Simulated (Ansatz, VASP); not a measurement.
**MgI2: VASP beside Ansatz**

```
Mg I
1.0
     4.20720    0.00000   -0.15419
    -2.10360    3.64354    0.07710
    -0.28630    0.00000    8.02030
Mg I
1 2
Direct
  0.00000 0.00000 0.00000
  0.30492 0.66688 0.79100
  0.69508 0.33312 0.20900
```

Change from the starting cell: engineering shear strain xz -0.0733, normal strain along z +0.0267.

Alike in both runs: functional PBE; k mesh 6 × 6 × 4; occupations gaussian, width 0.05 eV; no spin polarisation.

Ansatz relaxed the structure, and its values are those at the end. VASP's run is a single point on that final structure, the one shown.

|  | VASP | Ansatz |
| --- | --- | --- |
| version | VASP 6.6.1 | Ansatz 0.2.0 |
| potentials or method | VASP PAW PBE potentials, release 64 (Mg, I) | scalar-relativistic, plane waves, PAW |
| plane-wave cutoff (eV) | 520 | 520 |
| valence electrons in the cell | 16 | 44 |

VASP gave:

* gap on the k mesh at the Fermi level (eV): 3.57
* least direct gap on the mesh (eV): 3.72
* pressure (GPa): -0.1
* rms of the force components (eV/Å): 0.005

Q: Which values does Ansatz return?

A: gap on the k mesh at the Fermi level (eV): 3.59; least direct gap on the mesh (eV): 3.73; pressure (GPa): 0.0; rms of the force components (eV/Å): 0.001.

With one functional, cell and mesh, what is left measures potentials, basis and numerics. The two sets of potentials don't hold the same shells in valence. Ansatz warned: «stress_scf_threshold_loose».

Caveats: spin-orbit coupling is left out, which moves the levels of the heavy elements. A k mesh can miss the band edges.
